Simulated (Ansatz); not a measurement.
Computed results, one entry a study.

```
Quasiparticle gap of SiC (F-43m)
1.0
     0.00000    2.17900    2.17900
     2.17900    0.00000    2.17900
     2.17900    2.17900    0.00000
Si C
1 1
Direct
  0.00000 0.00000 0.00000
  0.25000 0.25000 0.25000
# method: G0W0 on HSE06, plane waves, PAW (and 1 further level or step)
# program: Ansatz 0.2.0
# settings of one run: cutoff 820 eV, 10×10×10 k-mesh, {"kind": "paw", "source": "ansatz"}, empty bands 185, screening cutoff 250 eV, screening contour deformation, QP bands (v2, c2), PAW set ansatz
# cost: 2 runs, 2.6 min in all on 1 × NVIDIA H100 80GB HBM3 (shared by 6 runs) with 3 threads of AMD EPYC 7R13 (Zen 3), shared host (the runs of this entry)
# notes: In doubt: masses and optical values from hybrid runs of this build are listed as unsure (in some of the runs), which bears on the screening that GW takes from such a start. The cell and positions come from the Crystallography Open Database and are kept as given unless a step says otherwise. The differences hold parts that these runs do not separate: finite bands, cutoffs and mesh, points of the zone that were not corrected, the start of G0W0, spin-orbit coupling missing from it, static nuclei, no electron-hole attraction, and what each experiment reads as the gap. How much each gives is not known from the steps shown.
# HSE06 gap over mesh and listed points: 2.229 eV, from k = Γ to k = (-0.500, -0.500, 0.000)
# G0W0@HSE06 gap over 17 of 47 irreducible mesh points: 2.686 eV, from k = Γ to k = (0.000, -0.500, -0.500)
# GW settings: 10×10×10 mesh, 185 empty bands, screening to 250 eV, hard PAW files
# known limits: finite bands, screening cutoff and k mesh; no spin-orbit coupling in G0W0
```

[Paths, hosts, dates, memory and timing lines, banners, echoed tables and standing remarks are left out of the program output.]

[Logs are printed without paths, hosts, clocks, repeated set-up lines and the standing remarks that a program may print on its own settings, such as how far it seeks lower states.]

[Runs of the session that timed out or met a known fault of the program may be left out.]

[Cells called generated may have been cut or substituted from an entry of the Crystallography Open Database or the Materials Project.]

[Hosts, paths, dates, database ids (printed as entryN), source tags and the programs' standing remarks are cut or masked in the printed files.]
